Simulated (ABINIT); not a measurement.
Crystal: La2O3.

```
CELL_PARAMETERS angstrom
3.93078 0.00000 0.00000
-1.96539 3.40415 0.00000
0.00000 0.00000 6.11195
ATOMIC_POSITIONS crystal
La 0.33333 0.66667 0.24624
La 0.66667 0.33333 0.75376
O 0.00000 0.00000 0.00000
O 0.33333 0.66667 0.64589
O 0.66667 0.33333 0.35411
```

The cell is a database's computed one.

Base run:

| Item | Value |
| --- | --- |
| Program | ABINIT 10.8.3 (patched build) |
| Functional | LDA |
| Potentials or basis | JTH PAW LDA v2.0 |
| Cutoff | 517 eV |
| k mesh | 6 × 6 × 4 |
| Occupations | fermi-dirac, width 0.05 eV |
| Spin | no spin polarisation |

Its results: band gap on the k mesh 3.73 eV, indirect (least direct gap 3.82 eV); pressure -5.8 GPa; largest force 0.096 eV/Å.

The run is repeated on the same cell with these changes: functional from LDA to PBE; potentials or basis from JTH PAW LDA v2.0 to PseudoDojo NC SR PBE v0.4.1 standard; cutoff from 517 eV to 1687 eV. What comes out?

Band gap on the k mesh 3.85 eV, indirect (least direct gap 3.98 eV); pressure 1.5 GPa; largest force 0.011 eV/Å.

Caveats: spin-orbit coupling is left out, which moves the levels of the heavy elements.

A k mesh can miss the band edges.
